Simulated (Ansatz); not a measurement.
Rows from a G0W0 calculation on In2Se3 (layers cut from the bulk crystal) (Ansatz 0.2.0; G0W0 on PBEsol, plane waves, PAW; PAW set soft_1; 6×6×1 mesh, 159 empty bands, screening to 28 eV, PAW set soft_1 files), in eV. Spin-orbit coupling is left out.

| row | k | band | start | Σx | Σc at the solution | Vxc |
| --- | --- | --- | --- | --- | --- | --- |
| A | (-0.500, 0.000, 0.000) | c2 | -3.292 | -9.702 | -3.172 | -14.030 |
| B | (0.000, 0.167, 0.000) | v1 | -6.131 | -18.015 | 2.161 | -15.942 |
| C | (-0.500, 0.000, 0.000) | v1 | -6.383 | -17.948 | 2.215 | -15.784 |
| D | (0.000, 0.167, 0.000) | c2 | -3.256 | -10.395 | -2.991 | -14.556 |
| E | (0.000, 0.167, 0.000) | c1 | -3.550 | -11.207 | -2.722 | -15.076 |
| F | (-0.500, 0.000, 0.000) | c1 | -5.755 | -10.657 | -2.255 | -13.535 |

Question: Work out each quasiparticle level and how far it moved.

The quasiparticle equation reads E = start + Σx + Σc(E) − Vxc.

| row | E (eV) | shift (eV) |
| --- | --- | --- |
| A | -2.135 | +1.156 |
| B | -6.043 | +0.088 |
| C | -6.332 | +0.051 |
| D | -2.087 | +1.169 |
| E | -2.403 | +1.147 |
| F | -5.132 | +0.623 |

The gap over the computed points goes from 0.38 eV to 0.91 eV.

Limits: not at the basis limit; coarse mesh for a sheet; no spin-orbit coupling.

[Runs of the session that timed out or met a known fault of the program may be left out.]

[Cells called generated may have been cut or substituted from an entry of the Crystallography Open Database or the Materials Project.]

[Hosts, paths, dates, database ids (printed as entryN), source tags and the programs' standing remarks are cut or masked in the printed files.]
